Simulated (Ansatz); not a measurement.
Consider NaBr in the rock salt structure (space group Fm-3m, No. 225; a = 6.0360 Å).

(Cell as relaxed with PBE.)

Levels (all Ansatz, a program for electronic structure, PAW): PBE (420 eV, scalar-relativistic without spin-orbit coupling); PBEsol (420 eV, no spin-orbit coupling).

Each level relaxes its own structure.

```
base                      PBE    PBEsol
-------------------  --------  --------
volume per atom      27.49 Å³  26.03 Å³
lattice parameter a   6.036 Å   5.927 Å
band gap              4.07 eV   4.07 eV
```

Perturbation: hydrostatic tension (pressure −2 GPa).

```json
[
 {"quantity": "shift of the gap caused by the change", "PBE": "-0.36 eV", "PBEsol": "(withheld)"},
 {"quantity": "band gap", "PBE": "3.71 eV", "PBEsol": "(withheld)"},
 {"quantity": "volume per atom", "PBE": "31.72 Å³", "PBEsol": "(withheld)"}
]
```

Question: Predict the PBEsol column.

Answer: 
- shift of the gap caused by the change, PBEsol: -0.32 eV
- band gap, PBEsol: 3.75 eV
- volume per atom, PBEsol: 29.48 Å³

PBE's shift of the gap caused by the change lies 0.04 eV below PBEsol's; PBE's band gap lies 0.04 eV below PBEsol's; PBE's volume per atom lies 2.24 Å³ above PBEsol's (7.6 %). Neither level is exact; PBEsol is the comparison here, not a measurement.

Load acts through the strain it causes; cell and atoms are relaxed under it. No phonon test of stability was made.
